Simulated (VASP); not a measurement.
AlN, 4 atoms in the cell. The structure is hexagonal, space group P6_3mc (No. 186). The conventional cell has a = 3.129 Å, b = 3.129 Å, c = 5.017 Å, α = 90.00°, β = 90.00°, γ = 120.00°. Al (site symmetry 3m) has 4 N at 1.90 to 1.91 Å as nearest neighbours. N (site symmetry 3m) is surrounded by 4 Al at 1.90 to 1.91 Å. 

| Item | Value |
| --- | --- |
| Program | VASP 6.6.1 |
| Task | relaxation of cell and atoms |
| Functional | PBE |
| Potentials or basis | VASP PAW PBE potentials, release 64 (Al, N) |
| Cutoff | 520 eV |
| k mesh | 12 × 12 × 6 |
| Occupations | gaussian, width 0.02 eV |
| Spin | no spin polarisation |
| Further INCAR settings | ALGO = Normal; EDIFF = 0.05; IBRION = 2; EDIFFG = -0.002; NSW = 80; ISIF = 3 |

Potentials or basis: VASP PAW PBE potentials, release 64 (Al, N).

Run with:

```bash
$ cat potpaw_PBE.64/Al/POTCAR potpaw_PBE.64/N/POTCAR > POTCAR
$ mpirun -np 1 vasp_std > vasp.out
```

Hardware: 1 thread of Intel(R) Xeon(R) Platinum 8375C CPU @ 2.90GHz (Ice Lake), on a shared host.

Q: Estimate the wall time of this run.

A: It took 52 s on 1 thread of Intel(R) Xeon(R) Platinum 8375C CPU @ 2.90GHz (Ice Lake), on a shared host, peak memory 0.18 GiB. Counts: scf iterations 31, k points 76, ion steps 12.
